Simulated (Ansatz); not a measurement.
# SiC (model cell, started as layered BN type): the cell at rest

Wanted: the relaxed cell of SiC (model cell, started as layered BN type).

Method: DFT PBEsol, scalar-relativistic, plane waves, PAW, in Ansatz 0.2.0.

Report form: the programs' logs are mostly left out.

The structure was built from a prototype and need not be the compound's stable phase.

## Step 1: Set-up

The structure is hexagonal, space group P6_3/mmc (No. 194). Conventional cell: a = 3.028 Å, b = 3.028 Å, c = 4.400 Å, α = 90.00°, β = 90.00°, γ = 120.00°. Nearest to Si lie 3 C at 1.75 Å. Nearest to C lie 3 Si at 1.75 Å. Farther neighbours are not listed.

## Step 2: Probe on a coarse mesh

First a cheap look: the gap decides the mesh and the occupations, the pressure tells how far the cell has to move.

The input, input.yaml:

```yaml
crystal:
  lattice:
    - [3.02762, 0.0, 0.0]
    - [-1.51381, 2.622, 0.0]
    - [0.0, 0.0, 4.4]
  atoms:
    - { symbol: Si, position: [0.333333, 0.666667, 0.25] }
    - { symbol: Si, position: [0.666667, 0.333333, 0.75] }
    - { symbol: C, position: [0.666667, 0.333333, 0.25] }
    - { symbol: C, position: [0.333333, 0.666667, 0.75] }
kpoints:
  mp_grid: { grid: [6, 6, 4] }
hamiltonian:
  xc: pbesol
scf:
  occupations: { method: gaussian, width: 0.1 }
output:
  forces: true
  stress: true
  eigenvalues: true
```

The run is started by

```sh
> ansatz run input.yaml --threads 4 --pin off --max-ram 7168MiB --backend cpu --events-out ev --progress --plain --runs-dir out
```

Run time: 0.2 s. Hardware: 4 threads of AMD EPYC 9R45 (Zen 5), shared host; peak memory 0.33 GiB.

Numbers from this step:

```
pressure          : 42.88 GPa
volume per atom   : 8.732 Å³
gap on the k-mesh : 0 eV
```

The coarse mesh shows no gap and a pressure of 42.9 GPa.

## Step 3: Coarse relaxation

A rough relaxation comes first, because large forces or stress need no tight tolerances yet.

Edit input.yaml of step 2 so:

```diff
@@ -11,3 +11,3 @@
 kpoints:
-  mp_grid: { grid: [6, 6, 4] }
+  mp_grid: { grid: [9, 9, 4] }
 hamiltonian:
@@ -20 +20,6 @@
   eigenvalues: true
+relax:
+  adjacent_minimum: "off"
+  f_tol: 0.05
+  max_steps: 80
+  cell: { stress_tol: 0.5 }
```

Wall time 1.2 s (4 threads); peak memory 0.37 GiB; 3.6 s of CPU time.

The steps of the relaxation:

| step | energy less that of the first step (eV) | largest force component (eV/Å) | pressure (GPa) | volume (Å³) |
| --- | --- | --- | --- | --- |
| 1 | 0.0000 | 0.0000 | 43.01 | 34.93 |
| 2 | -0.4642 | 0.0000 | 20.13 | 37.38 |
| 3 | -0.6297 | 0.0000 | 2.92 | 39.89 |
| 4 | -0.6337 | 0.0000 | -0.06 | 40.49 |
| 5* | -0.6544 | 0.0000 | 0.65 | 40.49 |
| 6 | -0.6545 | 0.0000 | 0.05 | 40.69 |
| 7* | -0.6549 | 0.0000 | 0.05 | 40.69 |

Relaxation steps marked * repeat the geometry before them on a plane-wave basis chosen anew for their cell, so energy and pressure can jump there.

The run keeps the 24 symmetry operations that it works with, so distortions that break them were not tested.

| conventional cell, symmetrised | before | after | change |
| --- | --- | --- | --- |
| a (Å) | 3.028 | 3.169 | +4.7 % |
| b (Å) | 3.028 | 3.169 | +4.7 % |
| c (Å) | 4.400 | 4.678 | +6.3 % |
| volume (Å³/atom) | 8.73 | 10.17 | +16.5 % |

The relaxed structure:

```cif
data_structure
_symmetry_space_group_name_H-M 'P 1'
_symmetry_Int_Tables_number 1
_cell_length_a 3.1689
_cell_length_b 3.1689
_cell_length_c 4.6783
_cell_angle_alpha 90.000
_cell_angle_beta 90.000
_cell_angle_gamma 120.000
_cell_volume 40.69
loop_
_atom_site_label
_atom_site_type_symbol
_atom_site_fract_x
_atom_site_fract_y
_atom_site_fract_z
_atom_site_occupancy
Si1 Si 0.33333 0.66667 0.25000 1
Si2 Si 0.66667 0.33333 0.75000 1
C3 C 0.66667 0.33333 0.25000 1
C4 C 0.33333 0.66667 0.75000 1
```

This step gave:

```
pressure        : 0.05172 GPa
volume per atom : 10.17 Å³
```

In this step the volume went from 8.73 to 10.17 Å³/atom.

## Step 4: Relaxation

The cell and atoms are relaxed, since residual forces and stress would shift the frequencies.

The input, input.yaml:

```yaml
crystal:
  lattice:
    - [3.1689492093, 0.0, 0.0]
    - [-1.5844746047, 2.7443905186, 0.0]
    - [0.0, 0.0, 4.6783162837]
  atoms:
    - { symbol: Si, position: [0.3333333333, 0.6666666667, 0.25] }
    - { symbol: Si, position: [0.6666666667, 0.3333333333, 0.75] }
    - { symbol: C, position: [0.6666666667, 0.3333333333, 0.25] }
    - { symbol: C, position: [0.3333333333, 0.6666666667, 0.75] }
kpoints:
  mp_grid: { grid: [15, 15, 8] }
hamiltonian:
  xc: pbesol
scf:
  occupations: { method: gaussian, width: 0.1 }
output:
  forces: true
  stress: true
  eigenvalues: true
  write_density: true
  write_potential: true
  elf: true
  volumetric_format: npy
relax:
  adjacent_minimum: "off"
  f_tol: 0.005
  max_steps: 80
  cell: { stress_tol: 0.05 }
```

It took 1.6 s on 4 threads; peak memory 0.45 GiB; 5.5 s of CPU time.

The steps of the relaxation:

| step | energy less that of the first step (eV) | largest force component (eV/Å) | pressure (GPa) | volume (Å³) |
| --- | --- | --- | --- | --- |
| 1 | 0.0000 | 0.0000 | -0.02 | 40.69 |
| 2 | 0.0000 | 0.0000 | -0.01 | 40.69 |
| 3 | 0.0000 | 0.0000 | 0.00 | 40.72 |
| 4* | 0.0000 | 0.0000 | 0.01 | 40.72 |

Relaxation steps marked * repeat the geometry before them on a plane-wave basis chosen anew for their cell, so energy and pressure can jump there.

Forces are held to the 24 operations that the run works with; a distortion that breaks them can't arise in this run.

| conventional cell, symmetrised | before | after | change |
| --- | --- | --- | --- |
| a (Å) | 3.169 | 3.168 | -0.0 % |
| b (Å) | 3.169 | 3.168 | -0.0 % |
| c (Å) | 4.678 | 4.685 | +0.1 % |
| volume (Å³/atom) | 10.17 | 10.18 | +0.1 % |

The relaxed structure:

```xyz
4
Lattice="3.1680 0.0000 0.0000 -1.5840 2.7436 0.0000 0.0000 0.0000 4.6846" Properties=species:S:1:pos:R:3 pbc="T T T"
Si    0.0000    1.8290    1.1712
Si    1.5840    0.9145    3.5135
C     1.5840    0.9145    1.1712
C     0.0000    1.8290    3.5135
```

Numbers from this step:

```
pressure        : 0.005250 GPa
volume per atom : 10.18 Å³
```

Electrostatic potential energy in the ac plane at fractional y = 0.333, with atoms of Si and C within 0.2 Å of it. With pseudopotentials it is smooth inside the atoms' cores, unlike the true potential.

Ten even steps from '0' (-55 eV) to '9' (12 eV):
```
9999999998888999
9999999987667889
9999999864334678
9999998742112368
9999998631000257
8999998520000147
9999998631000257
9999998742112368
9999999864334678
9999999987667889
9999999998888999
9999999999999999
9999999999999999
9999999999999999
9999999997667899
9888899974223689
9888889851000479
8888888840000378
9888889851000479
9888899974223689
9999999997667899
9999999999999999
9999999999999999
9999999999999999
```
Columns run along a (3.2 Å; values clipped at the 3rd and 97th percentile), rows up along c (4.7 Å). Atoms in or near the plane, at fractional coordinates: Si at (0.67, 0.75), C at (0.67, 0.25).

ELF in the ac plane at fractional y = 0.333, with atoms of Si and C within 0.2 Å of it. It is the smooth field of the valence electrons, not physical close to the nuclei.

Ten even steps from '0' (0.02) to '9' (0.84):
```
2222222345665432
4444444444444444
6666666543222356
8777788742111368
9877889742221379
9887899742452379
9877889742221379
8777788742111368
6666666543222356
4444444444444444
2222222345665432
1111112345676432
2111123467887643
4222235688998875
6432367898888988
8633579997657899
9743689985114899
9743689984002799
9743689985114899
8633579997657899
6432367898888988
4222235688998875
2111123467887643
1111112345676432
```
Columns run along a (3.2 Å), rows up along c (4.7 Å). Atoms in or near the plane, at fractional coordinates: Si at (0.67, 0.75), C at (0.67, 0.25).

Valence density in the ac plane at fractional y = 0.333, with atoms of Si and C within 0.2 Å of it. It is the smooth field of the valence electrons, not physical close to the nuclei.

Values in e/Å³, 20 rows by 16 columns, each cell a mean:
```
0.2 0.2 0.2 0.2 0.2 0.2 0.2 0.2 0.3 0.3 0.3 0.3 0.3 0.3 0.2 0.2
0.3 0.3 0.2 0.2 0.3 0.3 0.3 0.3 0.3 0.3 0.3 0.3 0.3 0.3 0.3 0.3
0.4 0.4 0.4 0.4 0.4 0.4 0.4 0.4 0.3 0.3 0.2 0.2 0.2 0.3 0.4 0.4
0.5 0.5 0.5 0.5 0.5 0.5 0.5 0.5 0.4 0.2 0.1 0.1 0.2 0.3 0.4 0.5
0.5 0.5 0.5 0.5 0.5 0.5 0.6 0.5 0.4 0.2 0.1 0.1 0.1 0.3 0.5 0.5
0.5 0.5 0.5 0.5 0.5 0.5 0.5 0.5 0.4 0.2 0.1 0.1 0.2 0.3 0.4 0.5
0.4 0.4 0.4 0.4 0.4 0.4 0.4 0.4 0.4 0.3 0.2 0.2 0.2 0.3 0.4 0.4
0.3 0.3 0.3 0.3 0.3 0.3 0.3 0.3 0.3 0.3 0.3 0.3 0.3 0.3 0.3 0.3
0.2 0.2 0.2 0.2 0.2 0.2 0.2 0.2 0.3 0.3 0.3 0.3 0.3 0.3 0.2 0.2
0.2 0.2 0.1 0.1 0.2 0.2 0.2 0.2 0.3 0.3 0.4 0.4 0.3 0.3 0.2 0.2
0.2 0.2 0.1 0.1 0.2 0.2 0.2 0.3 0.4 0.4 0.5 0.5 0.5 0.4 0.3 0.2
0.3 0.2 0.2 0.2 0.2 0.2 0.3 0.4 0.6 0.7 0.8 0.9 0.8 0.6 0.5 0.3
0.4 0.3 0.2 0.2 0.3 0.3 0.5 0.6 0.9 1.2 1.3 1.4 1.2 1.0 0.7 0.5
0.5 0.4 0.3 0.3 0.3 0.4 0.6 0.9 1.2 1.6 1.7 1.7 1.6 1.4 1.0 0.7
0.5 0.4 0.3 0.3 0.4 0.5 0.7 1.0 1.4 1.8 1.8 1.8 1.8 1.6 1.1 0.8
0.5 0.4 0.3 0.3 0.3 0.4 0.6 0.9 1.3 1.6 1.8 1.8 1.7 1.4 1.0 0.7
0.4 0.3 0.2 0.2 0.3 0.4 0.5 0.7 0.9 1.2 1.4 1.4 1.3 1.0 0.8 0.5
0.3 0.2 0.2 0.2 0.2 0.3 0.3 0.4 0.6 0.8 0.9 0.9 0.8 0.7 0.5 0.4
0.2 0.2 0.2 0.2 0.2 0.2 0.2 0.3 0.4 0.5 0.5 0.6 0.5 0.4 0.3 0.3
0.2 0.2 0.1 0.1 0.1 0.2 0.2 0.2 0.3 0.3 0.4 0.4 0.4 0.3 0.2 0.2
```
Columns run along a (3.2 Å), rows up along c (4.7 Å). Atoms in or near the plane, at fractional coordinates: Si at (0.67, 0.75), C at (0.67, 0.25).

In this step the volume went from 10.17 to 10.18 Å³/atom.

## Step 5: Tight relaxation

Phonons need a cell at rest on their own settings, so the relaxation is repeated with tight tolerances on forces and stress on the k mesh and occupations of the first response run.

The input, input.yaml:

```yaml
crystal:
  lattice:
    - [3.1679828045, 0.0, 0.0]
    - [-1.5839914023, 2.7435535875, 0.0]
    - [0.0, 0.0, 4.6846102581]
  atoms:
    - { symbol: Si, position: [0.3333333333, 0.6666666667, 0.25] }
    - { symbol: Si, position: [0.6666666667, 0.3333333333, 0.75] }
    - { symbol: C, position: [0.6666666667, 0.3333333333, 0.25] }
    - { symbol: C, position: [0.3333333333, 0.6666666667, 0.75] }
kpoints:
  mp_grid: { grid: [15, 15, 8] }
hamiltonian:
  xc: pbesol
scf:
  occupations: { method: methfessel_paxton, width: 0.15 }
output:
  forces: true
  stress: true
  eigenvalues: true
relax:
  adjacent_minimum: "off"
  f_tol: 0.001
  max_steps: 60
  cell: { stress_tol: 0.01 }
```

Elapsed: 1.5 s, on 4 threads; peak memory 0.44 GiB; 5 s of CPU time.

Little changed from the start: no atom moved by 0.005 Å and no cell edge by 0.1 %.

This step gave:

```yaml
pressure: 6.55e-4 GPa
```

The forces vanish by symmetry and the pressure is 0.001 GPa, within the tolerances set. The cell now holds 10.18 Å³/atom.

## Step 6: Results

| Property | Result |
| --- | --- |
| space group after relaxation (within 0.01 Å) | P6_3/mmc |
| lattice constant a | 3.168 Å |
| lattice constant b | 3.168 Å |
| lattice constant c | 4.686 Å |
| volume per atom | 10.2 Å³ |

In words: The forces vanish by symmetry and the pressure is 0.001 GPa, within the tolerances set. The cell now holds 10.18 Å³/atom. The relaxation keeps the symmetry of its start, so it says nothing on stability against lower symmetry. The starting cell was built on a prototype and not taken from a measurement, so the phase need not exist.

[Logs are printed without paths, hosts, clocks, repeated set-up lines and the standing remarks that a program may print on its own settings, such as how far it seeks lower states.]

[Hosts, paths, dates, database ids (printed as entryN), source tags and the programs' standing remarks are cut or masked in the printed files.]
